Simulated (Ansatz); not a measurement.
Re:

```
CELL_PARAMETERS angstrom
2.76080 0.00000 0.00000
-1.38040 2.39092 0.00000
0.00000 0.00000 4.45820
ATOMIC_POSITIONS crystal
Re 0.66667 0.33333 0.75000
Re 0.33333 0.66667 0.25000
```

```yaml
Program: Ansatz 0.2.0
Task: single point
Functional: PBE
Potentials_or_basis: all-electron LAPW, scalar-relativistic
Cutoff: 281 eV (chosen from the basis error)
Basis_error_allowed: 0.001 eV/atom
k_mesh: 11 × 11 × 6
Occupations: fermi-dirac, width 0.05 eV
Spin: no spin polarisation
```

On this cell: pressure 6.1 GPa; largest force under 0.003 eV/Å; band gap on the k mesh none (metal or under the smearing width).

The same run follows on a disturbed copy (atoms moved at random, drawn with an rms of 0.05 Å):

```
Re
1.0
     2.76080    0.00000    0.00000
    -1.38040    2.39092    0.00000
     0.00000    0.00000    4.45820
Re
2
Direct
  0.66519 0.31579 0.76407
  0.32984 0.66561 0.24409
```

Q: What changes?

A: The energy (extrapolated to zero smearing) moves by +11.5 meV/atom; pressure 7.5 GPa; largest force 0.550 eV/Å; band gap on the k mesh none (metal or under the smearing width).

Forces on the atoms (eV/Å):
```
Re  -0.156  0.213 -0.483
Re   0.156 -0.213  0.483
```

Stress tensor (GPa, compression positive):
```
 6.11  0.74  0.62
 0.74  8.03 -0.89
 0.62 -0.89  8.44
```

The runs don't all hold the same shells in valence.
